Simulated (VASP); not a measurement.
Write the native input for VASP 6.6.1 that does the following.

```yaml
Task: Berry-phase polarisation
Functional: PBE
Potentials_or_basis: VASP PAW PBE potentials, release 64 (Ca_sv, F)
Cutoff: 520 eV
k_mesh: 8 × 8 × 8
Occupations: gaussian, width 0.02 eV
Spin: no spin polarisation
Further_INCAR_settings: ALGO = Fast; EDIFF = 1e-06
```

The structure of CaF2 (Fluorite) lies in POSCAR:

```
CaF2
1.0
    0.0000000000      2.7310000000      2.7310000000
    2.7310000000      0.0000000000      2.7310000000
    2.7310000000      2.7310000000      0.0000000000
Ca F
1 2
Direct
    0.0000000000      0.0000000000      0.0000000000
    0.7500000000      0.7500000000      0.7500000000
    0.2500000000      0.2500000000      0.2500000000
```

These files were run (other wordings do the same):

INCAR

```
SYSTEM = CaF2
ALGO = Fast
EDIFF = 1E-6
ENCUT = 520
GGA = PE
ISIF = 2
ISMEAR = 0
LASPH = .True.
LCALCPOL = .True.
LCHARG = .False.
LREAL = .False.
LWAVE = .False.
NELM = 60
PREC = Accurate
SIGMA = 0.02
```

KPOINTS

```
k-points
0
Gamma
  8 8 8
  0 0 0
```

Potentials or basis: VASP PAW PBE potentials, release 64 (Ca_sv, F).

Launch:

```console
$ cat potpaw_PBE.64/Ca_sv/POTCAR potpaw_PBE.64/F/POTCAR > POTCAR
$ mpirun -np 1 vasp_std > vasp.out
```

It took 85 s on 1 thread of Intel(R) Xeon(R) Platinum 8259CL CPU @ 2.50GHz (Skylake/Cascade Lake), on a shared host, peak memory 0.2 GiB.
